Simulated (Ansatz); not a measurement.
# SiO2: the cost of one run

Computed with Ansatz 0.2.0 (DFT r2SCAN, scalar-relativistic, plane waves, PAW, unless a step's input says otherwise).

1 further run of the same task is left out (set aside as unsound or not needed). Runs told in other sessions of the task aren't counted.

### 1 The structure to begin with

Symmetry: I4/mmm, No. 139, tetragonal system. Conventional cell: a = 8.939 Å, b = 8.939 Å, c = 5.231 Å, α = 90.00°, β = 90.00°, γ = 90.00°. Around Si (site symmetry m2m) lie 4 O at 1.60 to 1.61 Å. O (site symmetry 2/m) is surrounded by 2 Si at 1.60 Å. O (site symmetry m2m) has 2 Si at 1.61 Å in its first shell of neighbours.

Coordinates:

```xyz
12
Lattice="-4.4694 4.4694 2.6157 4.4694 -4.4694 2.6157 4.4694 4.4694 -2.6157" Properties=species:S:1:pos:R:3 pbc="T T T"
Si    1.5818    1.5818    0.0000
Si   -2.8875    2.8875    2.6157
Si    2.8875   -2.8875    2.6157
Si    2.8875    2.8875    2.6157
O     2.2347    2.2347    1.3079
O     2.2347   -2.2347    1.3079
O    -2.2347    2.2347    1.3079
O     2.2347    2.2347   -1.3079
O     1.8668    0.0000    0.0000
O     0.0000    7.0720    0.0000
O     0.0000    1.8668    0.0000
O     7.0720    0.0000    0.0000
```

It goes back to an entry of the Materials Project, which need not be the stable form.

It is the result of an earlier relaxation at this level (volume 17.42 Å³/atom; gap on the mesh: 6.08 eV).

### 2 Bands, states and charges

Contents of input.yaml:

```yaml
crystal:
  lattice:
    - [-4.4693744073, 4.4693744073, 2.6157361038]
    - [4.4693744073, -4.4693744073, 2.6157361038]
    - [4.4693744073, 4.4693744073, -2.6157361038]
  atoms:
    - { symbol: Si, position: [0.1769634095, 0.1769634095, 0.353926819] }
    - { symbol: Si, position: [0.8230365905, 0.1769634095, 0.0] }
    - { symbol: Si, position: [0.1769634095, 0.8230365905, 0.0] }
    - { symbol: Si, position: [0.8230365905, 0.8230365905, 0.646073181] }
    - { symbol: O, position: [0.5, 0.5, 0.5] }
    - { symbol: O, position: [0.0, 0.5, 0.0] }
    - { symbol: O, position: [0.5, 0.0, 0.0] }
    - { symbol: O, position: [0.0, 0.0, 0.5] }
    - { symbol: O, position: [0.0, 0.2088403757, 0.2088403757] }
    - { symbol: O, position: [0.7911596243, 0.0, 0.7911596243] }
    - { symbol: O, position: [0.2088403757, 0.0, 0.2088403757] }
    - { symbol: O, position: [0.0, 0.7911596243, 0.7911596243] }
basis:
  ecutwfc: 500
kpoints:
  mp_grid: { grid: [6, 6, 6] }
  band_path:
    path:
      - [[0.0, 0.0, 0.0], [0.0, 0.0, 0.5], [-0.5, 0.5, 0.5], [0.0, 0.0, 0.0], [0.33563166, 0.33563166, -0.33563166]]
      - [[-0.33563166, 0.66436834, 0.33563166], [-0.5, 0.5, 0.5]]
      - [[0.0, 0.0, 0.5], [0.25, 0.25, 0.25], [0.0, 0.5, 0.0], [0.0, 0.0, 0.0]]
    npoints: 10
hamiltonian:
  xc: r2scan
scf:
  occupations: { method: gaussian, width: 0.02 }
  n_extra_bands: 30
output:
  forces: true
  stress: true
  eigenvalues: true
  populations: true
  dos: { projected: true, de: 0.02, nscf_kmesh: { grid: [9, 9, 9] } }
  bader: false
  write_density: true
  write_potential: true
  elf: true
  volumetric_format: npy
```

On the command line:

```sh
ansatz run input.yaml --threads 2 --pin off --max-ram 5120MiB --backend cpu --events-out ev --progress --plain --runs-dir out
```

What time and memory should one allow on 2 threads of Arm Neoverse V2, shared host?

About 89 s, with a peak of 1.4 GiB.
